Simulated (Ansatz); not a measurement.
## BAs (F-43m) under strain

BAs (started from an entry of an open crystallographic database), relaxed with r2SCAN in Ansatz. Space group F-43m (No. 216), cubic; conventional cell a = 4.784 Å, 13.68 Å³ an atom. B is surrounded by 4 As at 2.07 Å; As is surrounded by 4 B at 2.07 Å.

The axes x, y and z are those of this cell:
```
B As
1.0
     0.00000    2.39187    2.39187
     2.39187    0.00000    2.39187
     2.39187    2.39187    0.00000
B As
1 1
Direct
  0.00000 0.00000 0.00000
  0.25000 0.25000 0.25000
```

Unstrained: PBE gives an indirect gap of 1.188 eV, from Γ to Γ–X (0.80 of the way from Γ); the least direct gap is 3.276 eV at Γ. The r2SCAN gap is indirect, 1.375 eV (Γ to Γ–X (0.80 of the way from Γ)), below the direct gap of 3.437 eV at Γ. HSE06 gives an indirect gap of 1.833 eV, from Γ to Γ–X (0.80 of the way from Γ); the least direct gap is 4.112 eV at Γ. Meshes: PBE 10×10×10, r2SCAN 10×10×10, HSE06 6×6×6. Strains are changes of length per length. After each strain the atoms were relaxed again with r2SCAN within the symmetry that the strain leaves, so tilts or polar shifts that break it weren't tested; points keep the names that they have in the unstrained zone. (Simulation; spin polarisation is off.)

Changes of the least gap in eV (an overlap counts as a negative gap):
```csv
strain,volume change (%),space group,PBE,r2SCAN,HSE06,G0W0@PBE (mesh),"energy rise, r2SCAN (meV/atom)"
uniaxial +0.46 % along y,+0.5,I-4m2,-0.030,-0.032,-0.032,-0.03,0.3
"epitaxial -1.14 % in the xy plane, free normal strain +0.53 %",-1.8,I-4m2,-0.145,-0.154,-0.151,-0.14,3.7
uniaxial +5.12 % along z,+5.1,I-4m2,-0.315,-0.337,-0.337,-0.34,31.0
uniaxial -4.78 % along x,-4.8,I-4m2,-0.793,–,-0.830,-0.79,–
```
Unstrained, G0W0@PBE with 114 empty bands, a screening cutoff of 150 eV and a 6×6×6 mesh gives 1.91 eV on its mesh; the band count follows the volume. G0W0 here is at a finite number of bands, screening cutoff and k mesh, not at the basis limit.

Uniaxial +0.46 % along y, other directions held. HSE06: the gap goes from 1.833 to 1.801 eV (-0.032 eV); with r2SCAN the top three valence levels at Γ, degenerate before, become 2+1 from the top over 47 meV. Stress change with r2SCAN, compression positive: xx -0.30, yy -1.32, zz -0.30 GPa.

Epitaxial -1.14 % in the xy plane, free normal strain +0.53 %. HSE06: the gap goes from 1.833 to 1.682 eV (-0.151 eV); with r2SCAN the top three valence levels at Γ, degenerate before, become 2+1 from the top over 177 meV. Stress change with r2SCAN, compression positive: xx +3.88, yy +3.88, zz -0.01 GPa.

Uniaxial +5.12 % along z, other directions held. HSE06: the gap goes from 1.833 to 1.496 eV (-0.337 eV); the edges go from Γ → Γ–X (0.80) to Γ → Γ–X (0.79); with r2SCAN the top three valence levels at Γ, degenerate before, become 2+1 from the top over 526 meV. Stress change with r2SCAN, compression positive: xx -2.56, yy -2.56, zz -13.88 GPa.

Uniaxial -4.78 % along x, other directions held. HSE06: the gap goes from 1.833 to 1.003 eV (-0.830 eV); with HSE06 the top three valence levels at Γ, degenerate before, become 1+2 from the top over 488 meV. Stress change with PBE, compression positive: xx +14.02, yy +4.30, zz +4.30 GPa.

The runs are scalar-relativistic, without spin-orbit coupling.

Where an edge lies off the special points, it is a point of the mesh or the k point where a search put PBE's edge or least direct gap, reused for the other functionals, whose own edges may lie a little apart.

The meshes of the hybrids are coarse, so their gaps aren't converged to the digits shown.

The splittings at Γ are without spin-orbit coupling, which regroups them where it is of like size or larger.
